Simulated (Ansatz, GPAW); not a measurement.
# A Pd chain with a Sn atom on top of one atom: relaxation, then transmission at several levels, part 2 of 4

Wanted: T(E) of a Pd chain with a Sn atom on top of one atom at a relaxed geometry in two programs, beside the unrelaxed structure.

GPAW 26.7.0 and Ansatz 0.2.0; Ansatz plane waves; relaxation of the junction with the lead ends held (the session's first sound run).

So far. Step 2 (Relaxation): The relaxation lowered the energy of the cell by 1.53 eV.

## (3) Plane waves, PBE

A plane-wave run comes first: its basis does not favour the atoms, so it serves as the reference for the orbital bases.

This step: Ansatz plane waves; Landauer transmission by layers, zero bias (Ansatz 0.2.0).

input.yaml reads:

```yaml
crystal:
  lattice:
    - [9.0, 0.0, 0.0]
    - [0.0, 9.0, 0.0]
    - [0.0, 0.0, 42.5]
  atoms:
    - { symbol: Pd, position: [0.5, 0.5, 0.0294117647] }
    - { symbol: Pd, position: [0.5, 0.5, 0.0882352941] }
    - { symbol: Pd, position: [0.5, 0.5, 0.1470588235] }
    - { symbol: Pd, position: [0.5, 0.5, 0.2058823529] }
    - { symbol: Pd, position: [0.5, 0.5, 0.2647058824] }
    - { symbol: Pd, position: [0.5, 0.5, 0.3235294118] }
    - { symbol: Pd, position: [0.4912158401, 0.4977508656, 0.3840955147] }
    - { symbol: Pd, position: [0.4964475925, 0.5073264977, 0.4459319548] }
    - { symbol: Pd, position: [0.3586881358, 0.5737517165, 0.4999594479] }
    - { symbol: Sn, position: [0.6006479672, 0.4268698899, 0.4999076877] }
    - { symbol: Pd, position: [0.4941141766, 0.5025916573, 0.5539932731] }
    - { symbol: Pd, position: [0.4946857742, 0.5056101658, 0.6158865569] }
    - { symbol: Pd, position: [0.5, 0.5, 0.6764705882] }
    - { symbol: Pd, position: [0.5, 0.5, 0.7352941176] }
    - { symbol: Pd, position: [0.5, 0.5, 0.7941176471] }
    - { symbol: Pd, position: [0.5, 0.5, 0.8529411765] }
    - { symbol: Pd, position: [0.5, 0.5, 0.9117647059] }
    - { symbol: Pd, position: [0.5, 0.5, 0.9705882353] }
kpoints:
  mp_grid: { grid: [1, 1, 2] }
hamiltonian:
  xc: pbe
scf:
  occupations: { method: fermi_dirac, width: 0.1 }
output:
  transmission:
    leads: [[0, 1]]
    e_range: [-2, 2]
    de: 0.025
    kmesh: [1, 1]
    reduced_basis: true
  write_potential: true
  write_density: true
  volumetric_format: npy
```

On the command line:

```sh
> ansatz run input.yaml --threads 4 --pin off --max-ram 8192MiB --backend cpu --events-out ev --progress --plain --runs-dir out
```

Numbers of over 12 decimals in the logs are rounded to 6 here.

Output:

```text
[...]
Crystal: 18 atoms, lattice volume = 3442.500 Å³
Basis set: ecut = 420 eV, 67243 PW (Γ)
Bands: 192, of which v1, the nominal top of the filled ones, is band 160 counted from 1 (159 counted from 0)
Symmetry: 1 space group operations
[...]
k-points: 2
[...]
SCF iter   1: F=—  HF=-124522.485219 eV  |F-HF|=—  |Δ(HF+E_count)|=         —  Δρ=4.31e-3  dr2=2.72e0  ethr=1.77e-3  ⟨swp⟩=12.0  Hψ=1951  notcnv=0  defer=12
[...]
SCF iter  13: F=-124522.335519 eV  HF=-124522.335519 eV  |F-HF|=1.13e-8  |Δ(HF+E_count)|=   1.30e-7  Δρ=5.05e-7  dr2=1.63e-8  ethr=3.13e-11  ⟨swp⟩=21.0  Hψ=1518  notcnv=0
SCF 1 converged in 13 iterations: F = -124522.335519 eV  dr2 = 1.63e-8
[...]
transmission: 54 of 324 steps passed
transmission: 108 of 324 steps passed
[...]
transmission: 324 of 324 steps passed
WARN: The output density's exchange-correlation potential varies sharply where the density is thin. Do not read a vacuum level from v_tot or v_xc, or from such a field of the output density. On a cell that repeats whose density bears no net charge and no dipole along the vacuum's axis use v_es (v_loc + v_h of the components); under efield.dipole_correction with no amplitude use v_es + v_field, which holds any externa [...]
SCF converged after 13 iterations
Free energy (F): -124522.335519 eV
[...]
Internal energy: -124520.704812 eV  (E = F + TS)
E sigma→0 (E₀):  -124521.520165 eV
Entropy (-TS):   -1.630707 eV (-90.595 meV/atom)
Fermi energy:    -3.250734 eV
[...]
--- Band table (eV) ---
  k-point 0: bands = [... 156 lower, -3.3795, -3.3568, -3.2797, -3.2686, -3.2459, -3.2120, -3.1508, -3.1436, ... 28 higher]
  k-point 1: bands = [... 156 lower, -3.3995, -3.3488, -3.2778, -3.2577, -3.2386, -3.2108, -3.1520, -3.1392, ... 28 higher]
--- Transmission ---
  basis      : 717 plane waves across, 54 finite elements along
  points     : 1, standing for a mesh of 1 x 1
  filling    : by the input's occupations and mesh, since the crystals that have channels conduct as metals do. If one of these is a semiconductor, that mesh has misplaced its level
  energies   : 161 from -2.000000 to 2.000000 eV about the Fermi level, 0.025000 eV apart; the leads are filled to 0.000000 eV, and channels, transmission and decay are at 0.000000 eV
  crystal 0  : Pd1, at the sites [0, 1], period 2.5000 Å, over 30.00 Å; its Hamiltonian steps by up to 0.6 meV
    offset         : up to 0.0000 Å between an atom of the period and one for which it stands
    filled         : 11.0 meV under the level at which it is neutral
    channels       : 4.000000e0 a spin
    conductance    : 3.8155e14 S/m² at 300 K; may be off by some 0.0 % by where its bands' edges are placed, 0.1 % from the distance to neutral
  junction   : crystal 0 to crystal 0, 0.70 to 40.70 Å
    transmission   : 1.948635e0 a spin
    error estimate : 3.367762e-4 a spin from the reduction of the transverse basis, at the most 3.432258e-3 at -1.025000 eV
    conductance    : 1.8307e14 S/m² at 300 K (1.8298e14 on every other energy)
    error estimate : 0.0 % from the energy spacing and 0.1 % from band edges of the leads and from resonances (wavevectors taken as independent; lower de), 0.0 % from the reduction of the transverse basis, 0.1 % from the steps of its leads' Hamiltonians or their offsets (lay more layers), 1.4 % from the distance to neutral
    resistance     : 2.8416e-3 Ω µm² beyond half of each lead's own
```

Elapsed: 3.1 min, on 4 threads of Intel Xeon Platinum 8375C at 2.90GHz (Ice Lake), shared host; peak memory 5.7 GiB.

This step gave:

- free energy: -124522.3355 eV
- lead level: 0 eV from the Fermi level
- transmission at the Fermi level (one spin): 1.949
- open channels of the lead at the Fermi level (one spin): 4
- step of the potential along the lead: 0.6 meV
- offset of the lead: 0 Å
- filling of the lead less its bulk value, in size: 11 meV
- conductance: 1.914 G₀

One spin. Transmission, zone mean against energy, zero at the Fermi level:

energy (eV), transmission, zone mean and a bar from the least value:
```
   -2.000       1.26 #############
   -1.900       1.04 #########
   -1.800       0.93 #######
   -1.700       0.92 #######
   -1.600       0.92 ######
   -1.500       0.84 #####
   -1.400       0.80 ####
   -1.300       1.12 ##########
   -1.250       1.17 ###########
   -1.200       0.98 ########
   -1.100       2.14 #############################
   -1.075       2.21 ##############################
   -1.000       2.10 ############################
   -0.900       2.04 ###########################
   -0.800       2.03 ###########################
   -0.700       1.96 #########################
   -0.600       1.96 #########################
   -0.500       1.62 ###################
   -0.475       2.06 ###########################
   -0.400       1.53 ##################
   -0.300       1.68 ####################
   -0.200       1.94 #########################
   -0.100       2.03 ###########################
    0.000       1.95 #########################
    0.100       1.55 ##################
    0.200       0.65 ##
    0.300       0.80 ####
    0.400       0.84 #####
    0.500       0.86 #####
    0.600       0.86 ######
    0.700       0.86 #####
    0.800       0.85 #####
    0.900       0.84 #####
    1.000       0.82 #####
    1.100       0.81 ####
    1.200       0.78 ####
    1.300       0.77 ####
    1.400       0.74 ###
    1.500       0.72 ###
    1.600       0.69 ##
    1.700       0.66 ##
    1.800       0.63 #
    1.900       0.60 #
    2.000       0.56
```

One spin. Open channels, zone mean against energy, zero at the Fermi level:

```
energy (eV)  open channels, zone mean
     -2.000                         3
     -1.900                         3
     -1.800                         3
     -1.700                         3
     -1.600                         3
     -1.500                         3
     -1.400                         3
     -1.300                         3
     -1.200                         3
     -1.100                         5
     -1.000                         5
     -0.900                         5
     -0.800                         5
     -0.700                         5
     -0.600                         5
     -0.500                         4
     -0.400                         4
     -0.300                         4
     -0.200                         4
     -0.100                         4
      0.000                         4
      0.100                         4
      0.200                         1
      0.300                         1
      0.400                         1
      0.500                         1
      0.600                         1
      0.700                         1
      0.800                         1
      0.900                         1
      1.000                         1
      1.100                         1
      1.200                         1
      1.300                         1
      1.400                         1
      1.500                         1
      1.600                         1
      1.700                         1
      1.800                         1
      1.900                         1
      2.000                         1
```

Crystal 0, spin -, k parallel (0, 0); distinct values, listed up to 1.5 1/Å. The Im kz of the slowest decaying states by energy, zero at the Fermi level:

```csv
energy (eV),decay 1 (Å⁻¹),decay 2 (Å⁻¹),decay 3 (Å⁻¹),decay 4 (Å⁻¹)
-2.000,0.728,0.817,0.818,1.35
-1.800,0.678,0.726,0.727,1.33
-1.600,0.611,0.612,0.624,1.31
-1.400,0.448,0.449,0.564,1.29
-1.200,0.0328,0.0431,0.497,1.27
-1.000,0.418,1.25,1.26,1.37
-0.800,0.319,1.23,1.24,1.35
-0.600,0.173,1.21,1.22,1.33
-0.400,0.400,0.400,1.19,1.20
-0.200,0.554,1.17,1.17,1.28
0.000,0.658,1.15,1.15,1.26
0.200,0.0869,0.0873,0.100,0.736
0.400,0.177,0.177,0.224,0.798
0.600,0.228,0.228,0.301,0.850
0.800,0.263,0.263,0.361,0.895
1.000,0.289,0.289,0.411,0.933
1.200,0.307,0.307,0.454,0.967
1.400,0.320,0.320,0.491,0.972
1.600,0.327,0.327,0.525,0.944
1.800,0.330,0.330,0.554,0.914
2.000,0.327,0.327,0.581,0.884
```

Crystal 0, spin -, k parallel (0, 0). Re kz of states that move upwards against energy, zero at the Fermi level:

```csv
energy (eV),channel 1 (Å⁻¹),channel 2 (Å⁻¹),channel 3 (Å⁻¹),channel 4 (Å⁻¹),channel 5 (Å⁻¹)
-2.000,-0.781,-0.780,0.603,-,-
-1.800,-0.710,-0.710,0.637,-,-
-1.600,-0.646,-0.646,0.672,-,-
-1.400,-0.585,-0.585,0.707,-,-
-1.200,-0.527,-0.527,0.744,-,-
-1.000,-0.470,-0.470,0.492,0.492,0.783
-0.800,-0.413,-0.413,0.756,0.756,0.826
-0.600,-0.355,-0.354,0.873,1.12,1.12
-0.400,-0.293,-0.293,0.205,0.927,-
-0.200,-0.226,-0.225,0.335,0.992,-
0.000,-0.141,-0.140,0.425,1.08,-
0.200,0.497,-,-,-,-
0.400,0.557,-,-,-,-
0.600,0.609,-,-,-,-
0.800,0.655,-,-,-,-
1.000,0.695,-,-,-,-
1.200,0.732,-,-,-,-
1.400,0.765,-,-,-,-
1.600,0.796,-,-,-,-
1.800,0.825,-,-,-,-
2.000,0.853,-,-,-,-
```

The electrostatic potential energy of an electron (with the applied field's), less the Fermi level, planar mean oscillates, so the rows of the table below give means over windows of 2.51 Å about each position, cut where the curve ends. Its first 14 maxima inside the range that stand out by 2 % of the span (Å: eV): 2.5: 5.04, 5.0: 5.04, 7.5: 5.03, 10.0: 5.03, 12.5: 5.00, 15.1: 4.96, 17.6: 4.84, 19.9: 4.21, 22.6: 4.21, 24.9: 4.85, 27.4: 4.96, 30.0: 5.00, 32.5: 5.03, 35.0: 5.03. Its first 14 minima: 1.2: 3.42, 3.7: 3.42, 6.2: 3.41, 8.7: 3.40, 11.2: 3.39, 13.7: 3.34, 16.4: 3.25, 19.0: 3.11, 21.2: 1.93, 23.5: 3.11, 26.1: 3.25, 28.8: 3.34, 31.3: 3.39, 33.8: 3.40.

Table of electrostatic potential energy of an electron (with the applied field's), less the Fermi level, planar mean by z; means over each step:

```
z (Å)  electrostatic potential energy of an electron (with the applied field's), less the Fermi level, planar mean (eV)
 1.25                                                                                                              4.29
 3.76                                                                                                              4.29
 6.27                                                                                                              4.29
 8.79                                                                                                              4.28
11.29                                                                                                              4.27
13.80                                                                                                              4.22
16.31                                                                                                              4.13
18.82                                                                                                              3.92
21.33                                                                                                              2.88
23.84                                                                                                              3.97
26.35                                                                                                              4.14
28.86                                                                                                              4.23
31.37                                                                                                              4.27
33.88                                                                                                              4.28
36.40                                                                                                              4.29
38.91                                                                                                              4.29
41.41                                                                                                              4.19
```

The valence density, planar mean oscillates, so the rows of the table below give means over windows of 2.51 Å about each position, cut where the curve ends. Its first 14 maxima inside the range that stand out by 2 % of the span (Å: e/Å³): 1.2: 0.209, 3.7: 0.209, 6.2: 0.210, 8.7: 0.210, 11.2: 0.211, 13.7: 0.211, 16.4: 0.209, 18.9: 0.210, 21.2: 0.370, 23.6: 0.210, 26.1: 0.209, 28.8: 0.211, 31.3: 0.211, 33.8: 0.210. Its first 14 minima: 2.5: 0.0148, 5.0: 0.0149, 7.5: 0.0149, 10.0: 0.0149, 12.5: 0.0150, 15.1: 0.0133, 17.7: 0.0124, 20.1: 0.0307, 22.4: 0.0305, 24.8: 0.0124, 27.4: 0.0133, 30.0: 0.0150, 32.5: 0.0149, 35.0: 0.0149.

Table of valence density, planar mean by z; means over each step:

```csv
z (Å),"valence density, planar mean (e/Å³)"
1.25,0.0886
3.76,0.0886
6.27,0.0886
8.79,0.0886
11.29,0.0886
13.80,0.0884
16.31,0.0882
18.82,0.0911
21.33,0.155
23.84,0.0899
26.35,0.0881
28.86,0.0885
31.37,0.0886
33.88,0.0886
36.40,0.0886
38.91,0.0886
41.41,0.0992
```

T at the Fermi level is 1.95 of 4 open channels a spin.

[end of part 2 of 4]

[Logs are printed without paths, hosts, clocks, repeated set-up lines and the standing remarks that a program may print on its own settings, such as how far it seeks lower states.]

[Hosts, paths, dates, database ids (printed as entryN), source tags and the programs' standing remarks are cut or masked in the printed files.]
